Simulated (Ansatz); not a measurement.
# Sn under changes of volume

One of the cells (27.650 Å³/atom); the others are scaled copies at fixed shape and fractional positions:

```
Sn
1.0
    -2.94014    2.94014    1.59930
     2.94014   -2.94014    1.59930
     2.94014    2.94014   -1.59930
Sn
2
Direct
  0.00000 0.00000 0.00000
  0.75000 0.25000 0.50000
```

| Property | Result |
| --- | --- |
| Program | Ansatz 0.2.0 |
| Functional | r2SCAN |
| Potentials or basis | Ansatz PAW |
| Cutoff | 500 eV (not typed: the program's choice for these potentials) |
| k mesh | 9 × 9 × 9 |
| Occupations | fermi-dirac, width 0.05 eV |
| Spin | no spin polarisation |

| volume (Å³/atom) | energy over the lowest point (meV/atom) | pressure (GPa) |
| --- | --- | --- |
| 25.991 | 17.32 | 3.7 |
| 26.544 | ? | ? |
| 27.097 | 1.52 | 1.0 |
| 27.650 | 0.00 | -0.1 |
| 28.203 | 2.09 | -1.1 |
| 28.756 | 7.44 | -2.0 |
| 29.309 | 15.72 | -2.8 |

Task: What does the run at 26.544 Å³/atom give?

Result: Energy over the lowest point 7.11 meV/atom; pressure 2.3 GPa.

Worked out: A Birch-Murnaghan fit of order 3 (a polynomial in V^(-2/3)) to the other rows has its minimum at 27.60 Å³/atom with B0 = V·E''(V) = 53 GPa and B' = 4.6 at fixed shape and positions, which overstates the stiffness. It gives 7.14 meV/atom at 26.544 Å³/atom, against the run's 7.11, and -dE/dV = 2.3 GPa, against 2.3.

Energies are extrapolated to zero smearing.

Caveats: the PAW data sets come from PBE, with cores solved anew for the run's functional, which leaves a small shift of forces and pressure.
